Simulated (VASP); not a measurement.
# La2O3 (P-3m1) in VASP: notebook

One crystal, La2O3, is run at these levels: PBEsol, r2SCAN; tasks: band structure.

All numbers are computed with VASP 6.6.1; they aren't measurements. Logs are shortened: lines on timing, memory, paths and dates and some standing lists are left out, and cuts for length are marked.

## (1) Starting point

It takes space group P-3m1 (No. 164, trigonal). The conventional cell has a = 3.904 Å, b = 3.904 Å, c = 6.032 Å, α = 90.00°, β = 90.00°, γ = 120.00°. La (site symmetry 3m) is surrounded by 7 O at 2.35 to 2.70 Å. Around O (site symmetry 3m) lie 4 La at 2.35 to 2.42 Å. Around O (site symmetry -3m) lie 6 La at 2.70 Å.

The cell is a database's computed one.

## (2) Band structure, PBEsol

INCAR

```
PREC = Accurate ; ENCUT = 520
EDIFF = 1E-7 ; ISMEAR = 0
SIGMA = 0.02 ; LREAL = F
LASPH = T ; NELM = 60
ALGO = Normal ; ISIF = 2
LWAVE = F ; LCHARG = F
LMAXMIX = 6 ; GGA = PS
```

KPOINTS

```
regular mesh
0
Gamma
  9 9 4
```

POSCAR

```
La2O3
1.0
    3.9035800000      0.0000000000      0.0000000000
   -1.9517900000      3.3806000000      0.0000000000
    0.0000000000      0.0000000000      6.0320500000
La O
2 3
Direct
    0.6666700000      0.3333300000      0.7547500000
    0.3333300000      0.6666700000      0.2452500000
    0.6666700000      0.3333300000      0.3539600000
    0.3333300000      0.6666700000      0.6460400000
    0.0000000000      0.0000000000      0.0000000000
```

KPOINTS_OPT

```
path GMKGALHA,LM,KH
10
line-mode
reciprocal
 0.0000000000  0.0000000000  0.0000000000  G
 0.5000000000  0.0000000000  0.0000000000  M

 0.5000000000  0.0000000000  0.0000000000  M
 0.3333333333  0.3333333333  0.0000000000  K

 0.3333333333  0.3333333333  0.0000000000  K
 0.0000000000  0.0000000000  0.0000000000  G

 0.0000000000  0.0000000000  0.0000000000  G
 0.0000000000  0.0000000000  0.5000000000  A

 0.0000000000  0.0000000000  0.5000000000  A
 0.5000000000  0.0000000000  0.5000000000  L

 0.5000000000  0.0000000000  0.5000000000  L
 0.3333333333  0.3333333333  0.5000000000  H

 0.3333333333  0.3333333333  0.5000000000  H
 0.0000000000  0.0000000000  0.5000000000  A

 0.5000000000  0.0000000000  0.5000000000  L
 0.5000000000  0.0000000000  0.0000000000  M

 0.3333333333  0.3333333333  0.0000000000  K
 0.3333333333  0.3333333333  0.5000000000  H
```

Potentials or basis: VASP PAW PBE potentials, release 64 (La, O).

Run with:

```console
> cat potpaw_PBE.64/La/POTCAR potpaw_PBE.64/O/POTCAR > POTCAR
> mpirun -np 1 vasp_std > vasp.out
```

OUTCAR:

```text
PREC = Accurate
   ENCUT = 520
   EDIFF = 1E-7
   ISMEAR = 0
   LREAL = F
   LASPH = T
   NELM = 60
   ISIF = 2
   GGA = PS

 ion  position               nearest neighbor table
   1  0.667  0.333  0.755-   4 2.35   4 2.35   4 2.35   3 2.42   5 2.70   5 2.70   5 2.70
   2  0.333  0.667  0.245-   3 2.35   3 2.35   3 2.35   4 2.42   5 2.70   5 2.70   5 2.70
   3  0.667  0.333  0.354-   2 2.35   2 2.35   2 2.35   1 2.42
   4  0.333  0.667  0.646-   1 2.35   1 2.35   1 2.35   2 2.42
   5  0.000  0.000  0.000-   1 2.70   2 2.70   1 2.70   2 2.70   1 2.70   2 2.70

  LATTYP: Found a hexagonal cell.
 ALAT       =     3.9035800000
 C/A-ratio  =     1.5452610168

  Lattice vectors:

 A1 = (   3.9035800000,   0.0000000000,   0.0000000000)
 A2 = (  -1.9517900000,   3.3806000000,   0.0000000000)
 A3 = (   0.0000000000,   0.0000000000,   6.0320500000)

Analysis of symmetry for initial positions (statically):
=====================================================================
 Subroutine PRICEL returns:
 Original cell was already a primitive cell.

 Routine SETGRP: Setting up the symmetry group for a
 hexagonal supercell.

 Subroutine GETGRP returns: Found  4 space group operations
 (whereof  4 operations were pure point group operations)
 out of a pool of 24 trial point group operations.

The static configuration has the point symmetry C_2h.

Analysis of symmetry for dynamics (positions and initial velocities):
=====================================================================
 Subroutine PRICEL returns:
 Original cell was already a primitive cell.

 Routine SETGRP: Setting up the symmetry group for a
 hexagonal supercell.

 Subroutine GETGRP returns: Found  4 space group operations
 (whereof  4 operations were pure point group operations)
 out of a pool of 24 trial point group operations.

The dynamic configuration has the point symmetry C_2h.

 Subroutine INISYM returns: Found  4 space group operations
 (whereof  4 operations are pure point group operations),
 and found     1 'primitive' translations

----------------------------------------------------------------------------------------

                                     Primitive cell

  volume of cell :      79.6016

  direct lattice vectors                    reciprocal lattice vectors
     3.903580000  0.000000000  0.000000000     0.256175101  0.147902739  0.000000000
    -1.951790000  3.380600000  0.000000000     0.000000000  0.295805478  0.000000000
     0.000000000  0.000000000  6.032050000     0.000000000  0.000000000  0.165781119

  length of vectors
     3.903580000  3.903580480  6.032050000     0.295805515  0.295805478  0.165781119

  position of ions in fractional coordinates (direct lattice)
     0.666670000  0.333330000  0.754750000
     0.333330000  0.666670000  0.245250000
     0.666670000  0.333330000  0.353960000
     0.333330000  0.666670000  0.646040000
     0.000000000  0.000000000  0.000000000

  ion indices of the primitive-cell ions
   primitive index   ion index
                 1           1
                 2           2
                 3           3
                 4           4
                 5           5

----------------------------------------------------------------------------------------

 KPOINTS: regular mesh

Automatic generation of k-mesh.
 Grid dimensions read from file:
 generate k-points for:    9    9    4

 Generating k-lattice:

  Cartesian coordinates                     Fractional coordinates (reciprocal lattice)
     0.028463900  0.016433638  0.000000000     0.111111111  0.000000000  0.000000000
     0.000000000  0.032867275  0.000000000     0.000000000  0.111111111  0.000000000
     0.000000000  0.000000000  0.041445280     0.000000000  0.000000000  0.250000000

  Length of vectors
     0.032867279  0.032867275  0.041445280

  Shift w.r.t. Gamma in fractional coordinates (k-lattice)
     0.000000000  0.000000000  0.000000000

 Subroutine IBZKPT returns following result:
 ===========================================

 Found     95 irreducible k-points:

 Following reciprocal coordinates:
            Coordinates               Weight
  0.000000  0.000000  0.000000      1.000000
  0.111111  0.000000  0.000000      4.000000
 -0.111111  0.111111  0.000000      2.000000
  0.222222 -0.000000  0.000000      4.000000
 -0.222222  0.222222  0.000000      2.000000
  0.333333 -0.000000  0.000000      4.000000
[... 16 lines left out ...]
 -0.222222 -0.444444  0.000000      4.000000
  0.444444  0.333333  0.000000      4.000000
 [... further k-points ...]
   k-points           NKPTS =     95   k-points in BZ     NKDIM =     95   number of bands    NBANDS=     24
   number of dos      NEDOS =    301   number of ions     NIONS =      5
   total plane-waves  NPLWV =  43200
   dimension x,y,z NGX =    30 NGY =   30 NGZ =   48
   dimension x,y,z NGXF=    60 NGYF=   60 NGZF=   96
   ions per type =               2   3
   NGX,Y,Z   is equivalent  to a cutoff of  12.78, 12.78, 13.23 a.u.
   NGXF,Y,Z  is equivalent  to a cutoff of  25.55, 25.55, 26.46 a.u.
 SYSTEM =  unknown system
   PREC   = accura    normal or accurate (medium, high low for compatibility)
   ISTART =      0    job   : 0-new  1-cont  2-samecut
   ICHARG =      2    charge: 1-file 2-atom 10-const
   ISPIN  =      1    spin polarized calculation?
   LNONCOLLINEAR =      F non collinear calculations
   LSORBIT =      F    spin-orbit coupling
   LASPH  =      T    aspherical Exc in radial PAW
   ENCUT  =  520.0 eV  38.22 Ry    6.18 a.u.   7.26  7.26 11.22*2*pi/ulx,y,z
   NELM   =     60;   NELMIN=  2; NELMDL= -5     # of ELM steps
   EDIFF  = 0.1E-06   stopping-criterion for ELM
   LREAL  =      F    real-space projection
   EDIFFG = 0.1E-05   stopping-criterion for IOM
   NSW    =      0    number of steps for IOM
   IBRION =     -1    ionic relax: 0-MD 1-quasi-New 2-CG
   NFREE  =      0    steps in history (QN), initial steepest desc. (CG)
   ISIF   =      2    stress and relaxation
   ISYM   =      2    0-nonsym 1-usesym 2-fastsym
   POTIM  = 0.5000    time-step for ionic-motion
   TEBEG  =    0.0;   TEEND  =   0.0 temperature during run
   PSTRESS=    0.0 pullay stress
   NELECT =      40.0000    total number of electrons
   NUPDOWN=      -1.0000    fix difference up-down
   EMIN   =  10.00;   EMAX   =-10.00  energy-range for DOS
   EFERMI =   0.00;   METHOD = LEGACY
   ISMEAR =     0;   SIGMA  =   0.02  broadening in eV -4-tet -1-fermi 0-gaus
   EFERMI_NEDOS =   21; number of points for ismear=-14 and -15
   IALGO  =     38    algorithm
   IMIX   =      4    mixing-type and parameters
     AMIX     =   0.40;   BMIX     =  1.00
     AMIX_MAG =   1.60;   BMIX_MAG =  1.00
  volume/ion in A,a.u.               =      15.92       107.44
  Fermi-wavevector in a.u.,A,eV,Ry     =   1.301530  2.459535 23.048006  1.693981
  Thomas-Fermi vector in A             =   2.432658
   LORBIT       =      0    0 simple, 1 ext, 2 COOP (PROOUT), +10 PAW based schemes
   GGA     = PS    functional components
   LHFCALC =     F    Hartree Fock is set to
   AEXX    =    0.0000 exact exchange contribution
   IVDW    =     0    specifies the selected vdW correction
   LEPSILON=     F    determine dielectric tensor
   LRPA    =     F    only Hartree local field effects (RPA)
 non-spin polarized calculation
 Gauss-broadening in eV      SIGMA  =   0.02
  energy-cutoff  :      520.00
  volume of cell :       79.60
 maximum number of plane-waves:      2189
 NGX is ok and might be reduce to    30
   NGX = 15   NGY = 15   NGZ = 23

 number of electron      39.9999995 magnetization

 Free energy of the ion-electron system (eV)
  ---------------------------------------------------
  ext. energy  EPLUGINS =         0.00000000
  ---------------------------------------------------
  free energy    TOTEN  =       -43.70929947 eV

  energy without entropy =      -43.70929947  energy(sigma->0) =      -43.70929947

 E-fermi :   6.2477     XC(G=0): -10.8585

 val. band max:        6.0825572377   @ k =  -0.4444   0.4444   0.5000
 cond. band min:       9.8824603660   @ k =   0.3333   0.3333   0.0000
 fundamental gap:      3.7999031283
 Fermi energy:         6.2477486136

 k-point     1 :       0.0000    0.0000    0.0000
  band No.  band energies     occupation
      1     -23.5939      2.00000
      2     -23.3064      2.00000
      3     -10.8969      2.00000
      4      -9.5617      2.00000
      5      -9.1232      2.00000
      6      -7.0591      2.00000
[... 16 lines left out ...]
     23      10.6745      0.00000
     24      11.3586      0.00000

 k-point     2 :       0.1111    0.0000    0.0000
  band No.  band energies     occupation
      1     -23.5696      2.00000
      2     -23.2968      2.00000
      3     -10.8882      2.00000
      4      -9.8064      2.00000
      5      -9.3127      2.00000
      6      -7.1160      2.00000
[... 16 lines left out ...]
     23      10.7832      0.00000
     24      11.3876      0.00000

 k-point     3 :      -0.1111    0.1111    0.0000
  band No.  band energies     occupation
      1     -23.5696      2.00000
      2     -23.2968      2.00000
      3     -10.8882      2.00000
      4      -9.8064      2.00000
      5      -9.3126      2.00000
      6      -7.1160      2.00000
[... 16 lines left out ...]
     23      10.7832      0.00000
     24      11.3862      0.00000
[... 514 lines left out ...]
 k-point    23 :      -0.2222   -0.4444    0.0000
  band No.  band energies     occupation
      1     -23.3237      2.00000
      2     -23.2583      2.00000
      3     -11.2038      2.00000
      4     -11.1213      2.00000
      5      -9.6683      2.00000
      6      -7.6319      2.00000
[... 16 lines left out ...]
     23      11.1117      0.00000
     24      11.3447      0.00000

 k-point    24 :       0.4444    0.3333    0.0000
  band No.  band energies     occupation
      1     -23.3237      2.00000
      2     -23.2583      2.00000
      3     -11.2038      2.00000
      4     -11.1213      2.00000
      5      -9.6684      2.00000
      6      -7.6319      2.00000
[... 16 lines left out ...]
     23      11.1116      0.00000
     24      11.3447      0.00000

 [... further k-points ...]

------------------------ aborting loop because EDIFF is reached ----------------------------------------

  FORCE on cell =-STRESS in cart. coord.  units (eV):
  Direction    XX          YY          ZZ          XY          YZ          ZX
  --------------------------------------------------------------------------------------
  -------------------------------------------------------------------------------------
  Total        0.0740177      0.0745755      0.0713746      0.0004830      0.0001531     -0.0002651
  in kB        1.4897872      1.5010143      1.4365888      0.0097225      0.0030806     -0.0053356
  external PRESSURE =       1.4757968 kB  Pullay stress =       0.0000000 kB

 VOLUME and BASIS-vectors are now :
 -----------------------------------------------------------------------------
  energy-cutoff  :      520.00
  volume of cell :       79.60
      direct lattice vectors                 reciprocal lattice vectors
     3.903580000  0.000000000  0.000000000     0.256175101  0.147902739  0.000000000
    -1.951790000  3.380600000  0.000000000     0.000000000  0.295805478  0.000000000
     0.000000000  0.000000000  6.032050000     0.000000000  0.000000000  0.165781119

 POSITION                                       TOTAL-FORCE (eV/Angst)
 -----------------------------------------------------------------------------------
      1.95181      1.12686      4.55269        -0.000215      0.000124     -0.000399
     -0.00002      2.25374      1.47936         0.000215     -0.000124      0.000399
      1.95181      1.12686      2.13510        -0.000248      0.000143     -0.003160
     -0.00002      2.25374      3.89695         0.000248     -0.000143      0.003160
      0.00000      0.00000      0.00000        -0.000000      0.000000      0.000000
 -----------------------------------------------------------------------------------
    total drift:                                0.000000      0.000000      0.000000

  FREE ENERGIE OF THE ION-ELECTRON SYSTEM (eV)
  ---------------------------------------------------
  free  energy   TOTEN  =       -43.7092994679 eV

  energy  without entropy=      -43.7092994679  energy(sigma->0) =      -43.70929947
```

It took 5.2 min on 1 thread of Intel Xeon Platinum 8488C (Sapphire Rapids), shared host; peak memory 0.39 GiB.

What came out:

- Free energy: -43.7093 eV
- Pressure: 0.1 GPa
- Largest force: 0.003 eV/Å
- Band gap on the k mesh: 3.80 eV, indirect (least direct gap 3.87 eV)
- Band gap along the path: 3.78 eV, indirect (least direct gap 3.87 eV)

Forces on the atoms (eV/Å):
```
La   0.000  0.000  0.000
La   0.000  0.000  0.000
O    0.000  0.000 -0.003
O    0.000  0.000  0.003
O    0.000  0.000  0.000
```

Levels at the corners of the path, in eV from the valence-band top:
```tsv
point	band 16	band 17	band 18	band 19	band 20	band 21	band 22	band 23	band 24
Γ	-2.14	-1.77	-0.44	-0.44	-0.16	4.31	4.57	4.57	5.26
M	-0.78	-0.76	-0.67	-0.43	-0.32	3.81	4.80	5.32	5.36
M	-0.78	-0.76	-0.67	-0.43	-0.32	3.81	4.80	5.32	5.36
K	-1.33	-0.89	-0.89	-0.87	-0.09	3.78	4.81	4.81	5.17
K	-1.33	-0.89	-0.89	-0.87	-0.09	3.78	4.81	4.81	5.17
Γ	-2.14	-1.77	-0.44	-0.44	-0.16	4.31	4.57	4.57	5.26
Γ	-2.14	-1.77	-0.44	-0.44	-0.16	4.31	4.57	4.57	5.26
A	-1.98	-1.07	-0.87	-0.33	-0.33	4.77	4.77	4.78	5.10
A	-1.98	-1.07	-0.87	-0.33	-0.33	4.77	4.77	4.78	5.10
L	-1.02	-0.97	-0.78	-0.38	0.00	4.46	4.66	5.22	5.38
L	-1.02	-0.97	-0.78	-0.38	0.00	4.46	4.66	5.22	5.41
H	-1.46	-0.60	-0.30	-0.30	-0.22	4.24	4.89	5.06	5.06
H	-1.46	-0.60	-0.30	-0.30	-0.22	4.24	4.89	5.06	5.06
A	-1.98	-1.07	-0.87	-0.33	-0.33	4.77	4.77	4.78	5.10
L	-1.02	-0.97	-0.78	-0.38	0.00	4.46	4.66	5.22	5.38
M	-0.78	-0.76	-0.67	-0.43	-0.32	3.81	4.80	5.33	5.36
K	-1.33	-0.89	-0.89	-0.87	-0.09	3.78	4.81	4.81	5.17
H	-1.46	-0.60	-0.30	-0.30	-0.22	4.24	4.89	5.06	5.06
```

Caveat: the PAW data sets were made with another functional, which shifts forces and pressure a little; spin-orbit coupling is left out, which moves the levels of the heavy elements.

## (3) Band structure, r2SCAN

INCAR, as its differences from that of step 2:

```diff
@@ -6,2 +6,3 @@
 LWAVE = F ; LCHARG = F
-LMAXMIX = 6 ; GGA = PS
+LMAXMIX = 6 ; METAGGA = R2SCAN
+LMIXTAU = T
```

KPOINTS is that of step 2.

POSCAR is that of step 2.

KPOINTS_OPT is that of step 2.

Potentials or basis: VASP PAW PBE potentials, release 64 (La, O).

Run with:

```console
> cat potpaw_PBE.64/La/POTCAR potpaw_PBE.64/O/POTCAR > POTCAR
> mpirun -np 1 vasp_std > vasp.out
```

It took 19 min on 1 thread of Intel Xeon Platinum 8488C (Sapphire Rapids), shared host; peak memory 0.4 GiB.

It converged, with:

```yaml
Free_energy: -96.0295 eV
Pressure: 3.9 GPa
Largest_force: 0.125 eV/Å
Band_gap_on_the_k_mesh: 4.27 eV, indirect (least direct gap 4.36 eV)
Band_gap_along_the_path: 4.25 eV, indirect (least direct gap 4.36 eV)
```

Forces on the atoms (eV/Å):
```
La   0.000  0.000  0.125
La   0.000  0.000 -0.125
O    0.000  0.000 -0.023
O    0.000  0.000  0.023
O    0.000  0.000  0.000
```

Stress tensor (GPa, compression positive):
```
3.95 0.00 0.00
0.00 3.95 0.00
0.00 0.00 3.65
```

Levels at the corners of the path, in eV from the valence-band top:
```tsv
point	band 16	band 17	band 18	band 19	band 20	band 21	band 22	band 23	band 24
Γ	-2.17	-1.72	-0.44	-0.44	-0.16	4.87	5.13	5.13	5.95
M	-0.79	-0.75	-0.70	-0.43	-0.33	4.33	5.35	5.88	5.95
M	-0.79	-0.75	-0.70	-0.43	-0.33	4.33	5.35	5.88	5.96
K	-1.35	-0.87	-0.87	-0.86	-0.11	4.25	5.38	5.38	5.74
K	-1.35	-0.87	-0.87	-0.86	-0.11	4.25	5.38	5.38	5.74
Γ	-2.17	-1.72	-0.44	-0.44	-0.16	4.87	5.13	5.13	5.95
Γ	-2.17	-1.72	-0.44	-0.44	-0.16	4.87	5.13	5.13	5.95
A	-2.01	-1.05	-0.83	-0.32	-0.32	5.31	5.32	5.32	5.67
A	-2.01	-1.05	-0.83	-0.32	-0.32	5.31	5.32	5.32	5.67
L	-1.04	-0.97	-0.76	-0.39	0.00	5.00	5.16	5.83	5.95
L	-1.04	-0.97	-0.76	-0.39	0.00	5.00	5.16	5.83	5.96
H	-1.48	-0.58	-0.30	-0.30	-0.24	4.72	5.42	5.63	5.63
H	-1.48	-0.58	-0.30	-0.30	-0.24	4.72	5.42	5.63	5.63
A	-2.01	-1.05	-0.83	-0.32	-0.32	5.31	5.32	5.32	5.67
L	-1.04	-0.97	-0.76	-0.39	0.00	5.00	5.16	5.83	5.95
M	-0.79	-0.75	-0.70	-0.43	-0.33	4.33	5.35	5.88	5.95
K	-1.35	-0.87	-0.87	-0.86	-0.11	4.25	5.38	5.38	5.74
H	-1.48	-0.58	-0.30	-0.30	-0.24	4.72	5.42	5.63	5.63
```

Caveat: the PAW data sets were made with another functional, which shifts forces and pressure a little; spin-orbit coupling is left out, which moves the levels of the heavy elements. r2SCAN opens gaps a little over a GGA but as a rule still falls short of measured ones.
